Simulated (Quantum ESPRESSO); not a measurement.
The system is AgCl (Chlorargyrite).

```
CELL_PARAMETERS angstrom
0.00000 2.73500 2.73500
2.73500 0.00000 2.73500
2.73500 2.73500 0.00000
ATOMIC_POSITIONS crystal
Ag 0.00000 0.00000 0.00000
Cl 0.50000 0.50000 0.50000
```

- Program: Quantum ESPRESSO 7.5
- Task: phonons
- Functional: PBE
- Potentials or basis: PseudoDojo 0.4.1 SR PBE standard
- Cutoff: 1116 eV
- Density cutoff: 4463 eV
- k mesh: 4 × 4 × 4, shifted
- Occupations: fermi-dirac, width 0.05 eV
- Spin: no spin polarisation
- Mixing beta: 0.5
- Most SCF iterations: 120
- SCF threshold: 4e-10 Ry

The first run showed a gap, so the response started from a second, tighter run with fixed occupations.

The run gives a transverse optical frequency of 126 cm⁻¹, an electronic dielectric constant of 5.23 and Born charges of ±1.42 e.

Task: What are the longitudinal frequency and the static dielectric constant?

Result: The longitudinal mode lies at 183 cm⁻¹, 57 cm⁻¹ over the transverse one, and the static constant is 10.94. The two agree with the Lyddane-Sachs-Teller relation: (183/126)² = 2.11 and 10.94/5.23 = 2.09.

Caveat: the mesh is thin for the dielectric tensor, Born charges and intensities, which usually come out too large; the cell is more than 3 GPa from zero pressure, which shifts response properties.
